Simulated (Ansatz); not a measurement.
The system is FeGe.

```xyz
6
Lattice="4.9976 0.0000 0.0000 -2.4988 4.3281 0.0000 0.0000 0.0000 4.1158" Properties=species:S:1:pos:R:3 pbc="T T T"
Ge    2.4988    1.4427    2.0579
Ge    0.0000    2.8854    2.0579
Ge    0.0000    0.0000    0.0000
Fe   -1.2494    2.1640    0.0000
Fe    1.2494    2.1640    0.0000
Fe    2.4988    0.0000    0.0000
```

The cell is a database's computed one.

- Program: Ansatz 0.2.0
- Task: single point
- Functional: PBEsol
- Potentials or basis: all-electron LAPW, scalar-relativistic
- Cutoff: 303 eV (chosen from the basis error)
- Basis error allowed: 0.001 eV/atom
- k mesh: 6 × 6 × 7
- Occupations: fermi-dirac, width 0.05 eV
- Spin: collinear spin, ferromagnetic start
- Starting moments: [0.0, 0.0, 0.0, 3.0, 3.0, 3.0] μB

On this cell: pressure -10.2 GPa; largest force under 0.003 eV/Å; net moment 4.27 μB per cell; site moments Ge -0.05, -0.09; Fe +1.52 μB; band gap on the k mesh none (metal or under the smearing width).

The same run follows on a disturbed copy (atoms moved at random, drawn with an rms of 0.05 Å):

```xyz
6
Lattice="4.9976 0.0000 0.0000 -2.4988 4.3281 0.0000 0.0000 0.0000 4.1158" Properties=species:S:1:pos:R:3 pbc="T T T"
Ge    2.4706    1.4598    2.0242
Ge   -0.0567    2.8256    2.0191
Ge    0.0271    0.0072    0.0295
Fe   -1.2699    2.1726   -0.0253
Fe    1.2795    2.1073   -0.0595
Fe    2.4714    0.0415   -0.0100
```

Q: What changes?

A: The energy (extrapolated to zero smearing) moves by +16.3 meV/atom; pressure -9.5 GPa; largest force 1.025 eV/Å; net moment 4.25 μB per cell; site moments Ge -0.05, -0.08; Fe +1.48, +1.51, +1.54 μB; band gap on the k mesh none (metal or under the smearing width).

Forces on the atoms (eV/Å):
```
Ge   0.115 -0.167  0.064
Ge   0.296  0.320  0.142
Ge  -0.530 -0.156 -0.233
Fe   0.297 -0.061 -0.045
Fe  -0.604  0.810  0.174
Fe   0.426 -0.747 -0.100
```

Stress tensor (GPa, compression positive):
```
 -8.86   0.10  -0.02
  0.10  -9.50   0.03
 -0.02   0.03 -10.09
```
